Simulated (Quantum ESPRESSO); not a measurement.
Crystal: BaZrO3.

```xyz
5
Lattice="4.1913 0.0000 0.0000 0.0000 4.1913 0.0000 0.0000 0.0000 4.1913" Properties=species:S:1:pos:R:3 pbc="T T T"
Ba    0.0000    0.0000    0.0000
Zr    2.0957    2.0957    2.0957
O     2.0957    2.0957    0.0000
O     2.0957    0.0000    2.0957
O     0.0000    2.0957    2.0957
```

Base run:

```yaml
Program: Quantum ESPRESSO 7.5
Functional: LDA
Potentials_or_basis: GBRV 1.5 LDA
Cutoff: 612 eV
Density_cutoff: 4898 eV
k_mesh: 6 × 6 × 6
Occupations: fermi-dirac, width 0.05 eV
Spin: no spin polarisation
```

Its results: band gap on the k mesh 3.12 eV, indirect (least direct gap 3.33 eV); pressure -4.5 GPa.

Task: The run is repeated on the same cell with these changes: functional from LDA to PBEsol; potentials or basis from GBRV 1.5 LDA to GBRV 1.5 PBEsol. What comes out?

Result: Band gap on the k mesh 3.15 eV, indirect (least direct gap 3.36 eV); pressure -0.8 GPa.

Caveats: spin-orbit coupling is left out, which moves the levels of the heavy elements; some levels on the path didn't converge (some runs).

Not every run made on this cell is shown here.
